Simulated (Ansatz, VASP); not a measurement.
# One calculation of Fe, two programs

INCAR

```
  PREC = Accurate
  ENCUT = 520
  EDIFF = 1E-7
  ISMEAR = -1
  SIGMA = 0.05
  LREAL = F
  LASPH = T
  NELM = 150
  ALGO = Normal
  ISIF = 2
  LWAVE = F
  LCHARG = F
  ISPIN = 2
  MAGMOM = 3
  LORBIT = 11
  LMAXMIX = 4
  GGA = PE
  NBANDS = 14
```

The input KPOINTS:

```
regular mesh
0
Gamma
  13 13 13
```

POSCAR

```
Fe
1.0
   -1.4430000000      1.4430000000      1.4430000000
    1.4430000000     -1.4430000000      1.4430000000
    1.4430000000      1.4430000000     -1.4430000000
Fe
1
Direct
    0.0000000000      0.0000000000      0.0000000000
```

Contents of input.yaml:

```yaml
crystal:
  lattice:
    - [-1.443, 1.443, 1.443]
    - [1.443, -1.443, 1.443]
    - [1.443, 1.443, -1.443]
  atoms:
    - { symbol: Fe, position: [0.0, 0.0, 0.0], spin: 3.0 }
hamiltonian:
  xc: pbe
  pseudopotentials: { kind: paw }
magnetization:
  spin_polarized: true
kpoints:
  mp_grid: { grid: [13, 13, 13] }
scf:
  occupations: { method: fermi_dirac, width: 0.05 }
output:
  forces: true
  stress: true
  eigenvalues: true
```

Alike in both runs: task single point; functional PBE; k mesh 13 × 13 × 13; occupations fermi-dirac, width 0.05 eV; collinear spin, ferromagnetic start.

|  | VASP | Ansatz |
| --- | --- | --- |
| version | VASP 6.6.1 | Ansatz 0.2.0 |
| potentials or method | VASP PAW PBE potentials, release 64 (Fe) | Ansatz PAW |
| plane-wave cutoff (eV) | 520 | 420 |
| valence electrons in the cell | 8 | 16 |

Ansatz gave:

* gap on the k mesh at the Fermi level (eV): none
* pressure (GPa): -9.5
* net moment per atom (μB): 2.25
* size of the moment on the site where the two differ most (μB): 2.31

Problem. Estimate VASP's values.

Solution. gap on the k mesh at the Fermi level (eV): none; pressure (GPa): -9.1; net moment per atom (μB): 2.28; size of the moment on the site where the two differ most (μB): 2.29.

Site moments also hang on the region over which each program counts them. A gap of «none» marks a metal or a gap that the smearing closes. The functional is the same, so the differences come from potentials, cutoffs and numerics. The two sets of potentials don't hold the same shells in valence.
